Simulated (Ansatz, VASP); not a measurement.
# Rb in VASP and in Ansatz

```
Rb
1.0
     4.78819    0.00000    0.00000
    -2.39409    4.14669    0.00000
     0.00000    0.00000    9.53314
Rb
2
Cartesian
  0.0000 2.7645 2.3833
  2.3941 1.3822 7.1499
```

Alike in both runs: task single point; functional LDA; k mesh 12 × 12 × 6; occupations gaussian, width 0.15 eV; no spin polarisation.

```csv
,VASP,Ansatz
version,VASP 6.6.1,Ansatz 0.2.0
potentials or method,"VASP PAW LDA potentials, release 64 (Rb_sv)","scalar-relativistic, plane waves, PAW"
plane-wave cutoff (eV),520,420
valence electrons in the cell,18,18
```

|  | VASP | Ansatz | Ansatz less VASP |
| --- | --- | --- | --- |
| gap on the k mesh at the Fermi level (eV) | none | none | - |
| pressure (GPa) | -0.4 | -0.4 | 0.00 |
| largest component of the traceless stress (GPa) | 0.38 | 0.38 | -0.002 |

A gap of «none» marks a metal or a gap that the smearing closes.
